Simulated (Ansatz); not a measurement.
# Al: changing the dispersion correction

The cell as given:

```yaml
crystal:
  lattice:
    - [-1.59122, 1.59122, 1.59122]
    - [1.59122, -1.59122, 1.59122]
    - [1.59122, 1.59122, -1.59122]
  atoms:
    - { symbol: Al, position: [0.00000, 0.00000, 0.00000] }
```

This isn't the form of Al at room conditions, which is fcc.

Kept alike: task relaxation of cell and atoms; functional PBEsol; k mesh 12 × 12 × 12; occupations fermi-dirac, width 0.05 eV; no spin polarisation. Program: Ansatz, Ansatz PAW, cutoff 420 eV. The mesh is that of the run's cell of 1 atom. No spin-orbit coupling.

```csv
dispersion correction,volume (Å³/atom)
D3(BJ),15.903
D3(BJ)-ATM,15.972
D4,16.181
none,16.589
```

The relaxations keep at least the cell's symmetry (Im-3m). For a metal such a mesh leaves the last digits unconverged. Relaxations stop with a little pressure left, so the last digits of a volume or edge aren't settled. All rows use potentials made for PBE.

The volume runs from 15.903 (D3(BJ)) to 16.589 Å³/atom (none). Against no correction: D3(BJ) -4.1 %; D3(BJ)-ATM -3.7 %; D4 -2.5 %. Dispersion terms mostly attract and so lower the volume; the schemes' coefficients and damping set how far.
